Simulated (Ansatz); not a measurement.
# SnO (P4/nmm), random displacements

All numbers below come from Ansatz, DFT PBEsol, scalar-relativistic, plane waves, PAW. The runs took a 420 eV cutoff, a Γ-centred 12×12×10 mesh and Gaussian smearing (0.15 eV). No spin polarisation. Energies are free energies at this smearing, counted from the undisturbed cell; pressure is positive in compression.

The undisturbed cell (relaxed at this level):

```xyz
4
Lattice="3.8054 0.0000 0.0000 0.0000 3.8054 0.0000 0.0000 0.0000 4.7532" Properties=species:S:1:pos:R:3 pbc="T T T"
Sn    0.0000    1.9027    1.1522
Sn    1.9027    0.0000    3.6010
O     0.0000    0.0000    0.0000
O     1.9027    1.9027    0.0000
```

The atoms are displaced (Å, in the unstrained cell):

```csv
atom,ux,uy,uz
Sn1,-0.008,0.004,-0.011
Sn2,-0.009,-0.021,0.009
O3,0.002,0.015,-0.043
O4,0.014,0.002,0.045
```

The cell is not strained.

(1) What are the energy change, the stress and the forces?

## Answers

(1) ΔE = 4.9 meV/atom; stress (xx, yy, zz, yz, xz, xy; compression positive) (2.05, -0.73, 0.93, -0.16, 0.10, -0.01) GPa.
| atom | Fx (eV/Å) | Fy | Fz |
| --- | --- | --- | --- |
| Sn1 | 0.09 | 0.00 | 0.24 |
| Sn2 | 0.06 | 0.10 | -0.21 |
| O3 | 0.00 | -0.11 | 0.30 |
| O4 | -0.16 | 0.01 | -0.33 |

Cost: 1 run of about 0.97 core-minutes, on Intel Xeon 6975P-C (Granite Rapids) (shared hosts).